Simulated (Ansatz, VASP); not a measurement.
# One calculation of InP, two programs

INCAR

```
SYSTEM = InP
  PREC = Accurate
  ENCUT = 520
  EDIFF = 1E-7
  ISMEAR = 0
  SIGMA = 0.05
  LREAL = .False.
  LASPH = .True.
  NELM = 80
  ALGO = Normal
  ISIF = 2
  LWAVE = .False.
  LCHARG = .False.
  GGA = PE
  NBANDS = 16
```

KPOINTS

```
regular mesh
0
Gamma
  10 10 10
  0 0 0
```

POSCAR

```
InP
1.0
    0.0000000000      3.0247347168      3.0694352298
    3.0247347168      0.0000000000      3.0694352298
    3.0247347168      3.0247347168      0.0000000000
In P
1 1
Direct
    0.0000000000      0.0000000000      0.0000000000
    0.7500000000      0.7500000000      0.7500000000
```

Input for Ansatz:

```yaml
crystal:
  lattice:
    - [0.0, 3.0247347168, 3.0694352298]
    - [3.0247347168, 0.0, 3.0694352298]
    - [3.0247347168, 3.0247347168, 0.0]
  atoms:
    - { symbol: In, position: [0.0, 0.0, 0.0] }
    - { symbol: P, position: [0.75, 0.75, 0.75] }
basis:
  ecutwfc: 420
kpoints:
  mp_grid: { grid: [10, 10, 10] }
hamiltonian:
  xc: pbe
scf:
  occupations: { method: gaussian, width: 0.05 }
output:
  forces: true
  stress: true
  eigenvalues: true
  write_density: true
  write_potential: true
  elf: true
  volumetric_format: npy
```

Change from the starting cell: strain +0.015 along x and y, +0.030 along z, atoms carried along.

Alike in both runs: task single point; functional PBE; k mesh 10 × 10 × 10; occupations gaussian, width 0.05 eV; no spin polarisation.

|  | VASP | Ansatz |
| --- | --- | --- |
| version | VASP 6.6.1 | Ansatz 0.2.0 |
| potentials or method | VASP PAW PBE potentials, release 64 (In_d, P) | scalar-relativistic, plane waves, PAW |
| plane-wave cutoff (eV) | 520 | 420 |
| valence electrons in the cell | 18 | 18 |

|  | VASP | Ansatz | Ansatz less VASP |
| --- | --- | --- | --- |
| gap on the k mesh at the Fermi level (eV) | 0.09 | 0.10 | +0.003 |
| least direct gap on the mesh (eV) | 0.09 | 0.10 | +0.003 |
| pressure (GPa) | -3.1 | -3.1 | +0.03 |
| largest component of the traceless stress (GPa) | 0.42 | 0.42 | +0.001 |

With one functional, cell and mesh, what is left measures potentials, basis and numerics.

Caveats: spin-orbit coupling is left out, which moves the levels of the heavy elements.
